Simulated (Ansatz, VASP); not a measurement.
# Cross-check of SiC (Moissanite 6O SiC) between VASP and Ansatz, part 2 of 2

One calculation is typed for both programs; each brings its own data sets. How far apart do they land? The cell is taken from a series of runs on this material, whose earlier steps may have relaxed, scaled, displaced or heated it; both programs get it as it stands.

VASP 6.6.1 and Ansatz 0.2.0.

So far: The structure; VASP: relaxation of cell and atoms, PBEsol.

## 3. Ansatz: relaxation of cell and atoms, PBEsol

Level of this step: Ansatz beside VASP: Kohn-Sham DFT, plane waves, PBEsol (Ansatz).

Ansatz runs on its default PAW (the set named soft_2) files.

The same cell, functional, mesh and smearing now go to Ansatz, which takes its cutoff from its data sets.

Contents of input.yaml:

```yaml
crystal:
  lattice:
    - [1.5389, -2.6675, 0.0]
    - [1.5389, 2.6675, 0.0]
    - [0.0, 0.0, 15.1219]
  atoms:
    - { symbol: Si, position: [0.1673, 0.8327, 0.858] }
    - { symbol: Si, position: [0.8327, 0.1673, 0.358] }
    - { symbol: Si, position: [0.5007, 0.4993, 0.5241] }
    - { symbol: Si, position: [0.4993, 0.5007, 0.0241] }
    - { symbol: Si, position: [0.8357, 0.1643, 0.69124] }
    - { symbol: Si, position: [0.1643, 0.8357, 0.19124] }
    - { symbol: C, position: [0.496, 0.504, 0.6503] }
    - { symbol: C, position: [0.504, 0.496, 0.1503] }
    - { symbol: C, position: [0.16, 0.84, 0.9817] }
    - { symbol: C, position: [0.84, 0.16, 0.4817] }
    - { symbol: C, position: [0.829, 0.171, 0.8168] }
    - { symbol: C, position: [0.171, 0.829, 0.3168] }
kpoints:
  mp_grid: { grid: [8, 8, 2] }
hamiltonian:
  xc: pbesol
scf:
  occupations: { method: gaussian, width: 0.02 }
output:
  forces: true
  stress: true
  eigenvalues: true
  write_density: true
  write_potential: true
  elf: true
  volumetric_format: npy
relax:
  adjacent_minimum: "off"
  f_tol: 0.005
  max_steps: 60
  cell: { stress_tol: 0.03 }
```

Command:

```bash
ansatz run input.yaml --threads 8 --pin off --max-ram 16384MiB --backend cpu --events-out ev --progress --plain --runs-dir out
```

Numbers of over 12 decimals in the logs are rounded to 6 here.

The program printed:

```text
Engine: ansatz 0.2.0, x86_64-unknown-linux-gnu
Pseudopotentials: kind: paw
Pseudopotential: Si, paw, valence charge 4, recommended cutoff 420 eV (normal), Si.paw.azcp
Pseudopotential: C, paw, valence charge 4, recommended cutoff 420 eV (normal), C.paw.azcp
Functional definition: PBEsol
  exchange = pbesol_x
  correlation = pbesol_c
Crystal: 12 atoms, lattice volume = 124.151 Å³
Basis set: ecut = 420 eV, 2415 PW (Γ), exchange–correlation on 48×48×216 points (8 copies of the dense FFT grid, shifted against one another)
Bands: 36, of which v1, the nominal top of the filled ones, is band 24 counted from 1 (23 counted from 0)
Symmetry: 4 space group operations
Space group: Cmc21 (ITA 36), of the structure as read, at distance tolerance 5.0e-5 Å
k-points: 42 of 128
Non-local potential: Si, projectors of the file, l = 0: 2, l = 1: 2, l = 2: 2
Non-local potential: C, projectors of the file, l = 0: 2, l = 1: 2, l = 2: 1
PAW form: soft (Blöchl's): semilocal exchange-correlation on the pseudo side does not see the compensation charge
PAW frozen core: Si, regenerated for the run's functional, and the local potential with it (the file was generated under x = pbe(κ = 0.804, μ = 0.219515), c = pbe(β = 0.066725))
PAW frozen core: C, regenerated for the run's functional, and the local potential with it (the file was generated under x = pbe(κ = 0.804, μ = 0.219515), c = pbe(β = 0.066725))
PAW one-centre angular grid: Si, 110 points (default); XC on 64 Gauss nodes
PAW one-centre angular grid: C, 110 points (default); XC on 64 Gauss nodes
Initial density: superposition of atomic densities (neutral atoms: chi_scale 0, normalization atom), corrected by the library's trained network
Initial wavefunctions: pseudopotential atomic-orbital guess
Functional: x = pbesol(κ = 0.804, μ = 0.123457), c = pbesol(β = 0.046)
SCF iter   1: F=—  HF=-5212.211678 eV  |F-HF|=—  |Δ(HF+E_count)|=         —  Δρ=8.49e-3  dr2=1.09e-1  ethr=1.77e-3  ⟨swp⟩=6.8  Hψ=7828  notcnv=0  defer=19
preconditioner: auto → none  [insulator: Δε(μ)=1.672 eV  Ē_g=11.829 eV  σ=0.020 eV  W_gap=1.00  n_scr=10 (ndim 8)  ℏωp=23.1 eV  f_vac=0.000  D(μ)=0.00/eV (n_scr^D=0)  ε∞_Penn≈4.8]
SCF iter   2: F=—  HF=-5212.180465 eV  |F-HF|=—  |Δ(HF+E_count)|=   3.12e-2  Δρ=1.54e-3  dr2=2.76e-3  ethr=2.26e-4  ⟨swp⟩=2.8  Hψ=2974  notcnv=0  defer=287
SCF iter   3: F=—  HF=-5212.180017 eV  |F-HF|=—  |Δ(HF+E_count)|=   4.48e-4  Δρ=5.20e-4  dr2=2.23e-4  ethr=5.76e-6  ⟨swp⟩=2.1  Hψ=2243  notcnv=0  defer=291
SCF iter   4: F=—  HF=-5212.180036 eV  |F-HF|=—  |Δ(HF+E_count)|=   1.99e-5  Δρ=7.76e-5  dr2=1.54e-5  ethr=4.65e-7  ⟨swp⟩=2.2  Hψ=2247  notcnv=0  defer=291
SCF iter   5: F=—  HF=-5212.180043 eV  |F-HF|=—  |Δ(HF+E_count)|=   6.49e-6  Δρ=3.03e-5  dr2=9.35e-7  ethr=3.20e-8  ⟨swp⟩=2.0  Hψ=1918  notcnv=0  defer=291
SCF iter   6: F=-5212.180043 eV  HF=-5212.180043 eV  |F-HF|=5.12e-9  |Δ(HF+E_count)|=   2.70e-7  Δρ=6.54e-6  dr2=3.36e-8  ethr=2.08e-10  ⟨swp⟩=15.5  Hψ=11730  notcnv=0
SCF 1 converged in 6 iterations: F = -5212.180043 eV  dr2 = 3.36e-8
  greatest PAW one-centre occupation: 0.644 electrons in one spin orbital (limit 2), on the C atom at site 9 (counted from 0), in its partial waves of l = 0
relax step   1: F+E_penalty+E_count = -5212.18004325 eV  Δ(F+E_penalty+E_count) = +0.000e0 eV  max|allowed force component| = 6.488e-1 eV/Å  Δτ_max = 0.0000 Å  P = -0.075 GPa  Ω = 124.151 Å³  (6 SCF iters, dr2 threshold 1.00e-7 eV, accepted)
[...]
relax step   4: F+E_penalty+E_count = -5212.24799079 eV  Δ(F+E_penalty+E_count) = -9.295e-5 eV  max|allowed force component| = 3.401e-4 eV/Å  Δτ_max = 0.0008 Å  P = -0.007 GPa  Ω = 124.025 Å³  energy of the carried Pulay correction = +2.336e-4 eV  (6 SCF iters, accepted)
[...]
relax step   5: F+E_penalty+E_count = -5212.24767620 eV  Δ(F+E_penalty+E_count) = +3.146e-4 eV  max|allowed force component| = 3.309e-4 eV/Å  Δτ_max = 0.0000 Å  P = -0.010 GPa  Ω = 124.025 Å³  stress off target by 1.26e-2 GPa  SCF on the basis re-selected at this cell (its energy is not comparable with the rows above)  (8 SCF iters)
basis re-selected at this cell: Δ(F+E_penalty+E_count) = +3.146e-4 eV, ΔP = -0.003 GPa vs the last step (what re-selecting the basis moved, of the pressure what is left beyond the Pulay correction that the steps carried, after the strain that the cell walked since its last selection, with what the two solves' SCF thresholds leave and, on support functions, any second-order correction that the steps lacked; it is no m [...]
SCF converged after 8 iterations
Free energy (F): -5212.247676 eV
Harris-Foulkes:  -5212.247676 eV  (|F-HF|=0.00e0)
Internal energy: -5212.247676 eV  (E = F + TS)
E sigma→0 (E₀):  -5212.247676 eV
Fermi energy:    10.436610 eV
--- Per-component energies (eV) ---
  E_band       = 168.875131
  E_kinetic    = 811.846473
  E_local      = -623.958541  (includes V_loc(G=0)·N_el)
  E_nonlocal   = 311.903073
  E_hartree    = 189.968536
  E_xc         = -627.818721
  E_vxc        = -655.019084  (∫ρ·V_xc dr)
  E_paw        = -3566.048030  (= ΣΔE_a)
  E_vpaw       = -55.833938  (= ΣTr[D̂ρ^β])
  E_aug_tail   = 0.000077  (compensation charges beyond the density's cutoff)
  E_ewald      = -1708.456509
  E_core_change = 0.315967  (= ΣΔE_core)
  E_smearing   = -0.000000  (= −TS)
  E_closure    = 0.000000  (closes the sum)
  Σ components = -5212.247676   (vs F -5212.247676, Δ=0.00e0)
--- Forces (eV/Å), atoms counted from 1 ---
  atom   1  Si    -0.00000000     0.00000756     0.00004420
  atom   2  Si     0.00000000    -0.00000756     0.00004420
  atom   3  Si     0.00000000    -0.00002687    -0.00033067
  atom   4  Si    -0.00000000     0.00002687    -0.00033067
  atom   5  Si    -0.00000000    -0.00003598     0.00025362
  atom   6  Si     0.00000000     0.00003598     0.00025362
  atom   7  C     -0.00000000    -0.00002562     0.00015960
  atom   8  C      0.00000000     0.00002562     0.00015960
  atom   9  C      0.00000000     0.00004037     0.00003005
  atom  10  C     -0.00000000    -0.00004037     0.00003005
  atom  11  C      0.00000000     0.00001213    -0.00015565
  atom  12  C     -0.00000000    -0.00001213    -0.00015565
  max |Σ_I F_I| component: 2.30e-6 eV/Å
--- Stress (GPa, compression-positive) ---
       -0.007075       0.000000      -0.000000
        0.000000      -0.012551      -0.000000
       -0.000000      -0.000000      -0.011547
  P = ⅓ Tr σ = -0.0104 GPa (-0.104 kbar)
--- Band table (eV; the first three rows and the last of 42) ---
  k-point 0: bands = [... 20 lower, 9.1729, 9.4417, 9.4766, 9.4768, 14.5947, 14.7629, 15.1740, 15.6839, ... 8 higher]
  k-point 1: bands = [... 20 lower, 9.3801, 9.3801, 9.3803, 9.3803, 14.6608, 14.6608, 15.4047, 15.4047, ... 8 higher]
  k-point 2: bands = [... 20 lower, 8.8745, 8.9238, 9.2691, 9.3549, 14.6381, 14.9785, 15.0481, 15.6705, ... 8 higher]
  k-point 41: bands = [... 20 lower, 7.7496, 7.7496, 8.1631, 8.1631, 11.4372, 11.4372, 12.8020, 12.8020, ... 8 higher]
--- Relaxed structure (4 steps of the walk, 4 accepted, 1 SCFs on fresh bases) ---
  F+E_penalty+E_count = -5212.24767620 eV   max|allowed force component| = 3.309e-4 eV/Å   (the final SCF, on the basis selected at the relaxed cell)
  cell:  # Å, volume = 124.0247 Å³
    - [1.539477, -2.666487, 0.0]
    - [1.539477, 2.666487, 0.0]
    - [0.0, 0.0, 15.106554]
  atoms:
    - { symbol: Si, position: [0.166668, 0.833332, 0.857701] }
    - { symbol: Si, position: [0.833332, 0.166668, 0.357701] }
    - { symbol: Si, position: [0.499998, 0.500002, 0.524487641848] }
    - { symbol: Si, position: [0.500002, 0.499998, 0.024488] }
    - { symbol: Si, position: [0.833332, 0.166668, 0.691207] }
    - { symbol: Si, position: [0.166668, 0.833332, 0.191207] }
    - { symbol: C, position: [0.500000, 0.500000, 0.649840] }
    - { symbol: C, position: [0.500000, 0.500000, 0.149840] }
    - { symbol: C, position: [0.166670, 0.833330, 0.982699] }
    - { symbol: C, position: [0.833330, 0.166670, 0.482699] }
    - { symbol: C, position: [0.833335, 0.166665, 0.816206] }
    - { symbol: C, position: [0.166665, 0.833335, 0.316206] }
```

The column dr2 measures how far the density is from self-consistency, as an energy; F and HF (Harris–Foulkes) agree once it is small.

## 4. Side by side

Known differences besides the potentials themselves: the cutoff is 420 eV in Ansatz and 600 eV in VASP; Ansatz makes its cores anew for this functional, VASP keeps those of its PBE data sets; Ansatz adds a Pulay correction to the stress that steers its cell, VASP none. Total energies have different zeros and are not compared.

The two programs side by side:

```
                                         quantity  Ansatz    VASP  difference
                                      volume (Å³)  124.02  124.13     -0.08 %
edge a after relaxation, in the typed setting (Å)   3.079   3.080     -0.03 %
edge c after relaxation, in the typed setting (Å)  15.107  15.111     -0.03 %
```

## 5. What came out

```
difference in volume (relaxation of cell and atoms, PBEsol) : -0.084 %
```

**Reading.** The difference in volume is -0.084 % (relaxation of cell and atoms, PBEsol), within the 1.2 % picked in this series as the mark of a large difference, as far as the stopping tolerances let one tell. How closely two codes agree says nothing of how well the functional describes the real material.

[Lines on the potential files, build, host, timing and source positions are cut from VASP's logs without a mark.]

[Logs are printed without paths, hosts, clocks, repeated set-up lines and the standing remarks that a program may print on its own settings, such as how far it seeks lower states.]

[Hosts, paths, dates, database ids (printed as entryN), source tags and the programs' standing remarks are cut or masked in the printed files.]
